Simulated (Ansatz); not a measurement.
Input and command of a plane-wave DFT calculation in Ansatz:

```yaml
crystal:
  lattice:
    - [3.8684636248, 0.0, 0.0]
    - [-1.9342318124, 3.3501877727, 0.0]
    - [0.0, 0.0, 4.9169852794]
  atoms:
    - { symbol: Si, position: [0.3333333333, 0.6666666667, 0.75] }
    - { symbol: Si, position: [0.6666666667, 0.3333333333, 0.25] }
    - { symbol: Ni, position: [0.0, 0.0, 0.0305064977] }
    - { symbol: Ni, position: [0.0, 0.0, 0.4694935023] }
    - { symbol: Ni, position: [0.3333333333, 0.6666666667, 0.25] }
    - { symbol: Ni, position: [0.6666666667, 0.3333333333, 0.75] }
basis:
  ecutwfc: 420
kpoints:
  mp_grid: { grid: [12, 12, 10] }
hamiltonian:
  xc: pbesol
scf:
  occupations: { method: gaussian, width: 0.15 }
output:
  forces: true
  stress: true
  eigenvalues: true
```

```bash
ansatz run input.yaml --threads 2 --pin off --max-ram 5120MiB --backend cpu --events-out ev --progress --plain --runs-dir out
```

Processor: Intel(R) Xeon(R) Processor @ 2.50GHz (Skylake/Cascade Lake), 2 threads, on a host shared with other jobs.

Problem. How long does it run, and how much memory does it take?

Solution. About 23 s on 2 threads of Intel(R) Xeon(R) Processor @ 2.50GHz (Skylake/Cascade Lake) (shared host), peak memory 0.53 GiB. It solves 48 bands at 114 k points (the mesh reduced by symmetry) with about 1253 plane waves, in 7 SCF iterations.
